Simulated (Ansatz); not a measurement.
Crystal: NiO.

```
Ni O
1.0
     0.00000    2.08590    2.08590
     2.08590    0.00000    2.08590
     2.08590    2.08590    0.00000
Ni O
1 1
Direct
  0.00000 0.00000 0.00000
  0.50000 0.50000 0.50000
```

Program: Ansatz 0.2.0. Alike in all runs: cell as given; k mesh 11 × 11 × 11.

Task: Order these runs on this cell by their pressure, lowest first.
A. level PBE+U; potentials or basis Ansatz PAW; spin collinear, ferromagnetic start; U Ni d U = 7 eV; cutoff (eV) 420; smearing methfessel-paxton 0.05 eV; hubbard projectors ortho-atomic (the default); double counting fll
B. level r2SCAN+D3(BJ)+U; potentials or basis Ansatz PAW; spin non-collinear, ferromagnetic start, SOC; U Ni d U = 5.3 eV; cutoff (eV) 500; smearing fermi-dirac 0.1 eV; hubbard projectors atomic; double counting fll (the default); other keys hamiltonian.xc = r2scan; hamiltonian.pseudopotentials = kind paw_fr; …
C. level PBE+U; potentials or basis JTH PAW; spin collinear, ferromagnetic start; U Ni d U = 1 eV; cutoff (eV) 2400; smearing gaussian 0.1 eV; hubbard projectors all-electron-ortho-atomic; double counting fll (the default)
D. level PBEsol+D4+U; potentials or basis Ansatz PAW earlier set; spin collinear, random start; U Ni d U = 5 eV; cutoff (eV) 1080; smearing cold 0.05 eV; hubbard projectors ortho-atomic (the default); double counting fll (the default)
E. level r2SCAN+D4+U; potentials or basis Ansatz PAW; spin collinear, ferromagnetic start; U Ni d U = 5 eV; cutoff (eV) 500; smearing fermi-dirac 0.1 eV; hubbard projectors ortho-atomic (the default); double counting fll

Result: D (0.6 GPa), E (5.6 GPa), B (7.8 GPa), C (10.0 GPa), A (15.1 GPa).

Caveats: the magnetic or orbital state may not be the lowest; a cell with one magnetic atom can't hold antiferromagnetic order, which such compounds often take (some runs); the PAW data sets come from PBE, with cores solved anew for the run's functional, which leaves a small shift of forces and pressure (some runs); moments are unreliable in this version under spin-orbit coupling with a hybrid or U, so they aren't listed (some runs); the dispersion damping was fitted for another functional or another form of the correction (some runs).
